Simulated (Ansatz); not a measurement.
BeTe:

```
Te Be
1.0
     0.00000    2.77000    2.77000
     2.77000    0.00000    2.77000
     2.77000    2.77000    0.00000
Te Be
1 1
Cartesian
  4.1550 4.1550 4.1550
  0.0000 0.0000 0.0000
```

* Program: Ansatz 0.2.0
* Task: relaxation of cell and atoms
* Functional: BLYP
* Dispersion: D4
* Potentials or basis: all-electron LAPW, scalar-relativistic
* Basis error allowed: 0.001 eV/atom
* k mesh: 8 × 8 × 8
* Occupations: fermi-dirac, width 0.05 eV
* Spin: no spin polarisation

At the start: volume 21.25 Å³/atom.

Q: How do energy, volume and symmetry change on relaxing?

A: Over 4 steps the energy falls by 5.2 meV/atom and the volume is 22.02 Å³/atom (+3.6 %); space group F-43m (No. 216, to 0.05 Å).

The path:
```tsv
step	energy change (eV)	largest force (eV/Å)	volume (Å³)
1	0.0000	0.0000	42.51
2	-0.0094	0.0000	44.50
3	-0.0104	0.0000	44.04
4	-0.0104	0.0000	44.04
```

Final structure:
```
CELL_PARAMETERS angstrom
0.00000 2.80298 2.80298
2.80298 0.00000 2.80298
2.80298 2.80298 0.00000
ATOMIC_POSITIONS crystal
Te 0.75000 0.75000 0.75000
Be 0.00000 0.00000 0.00000
```
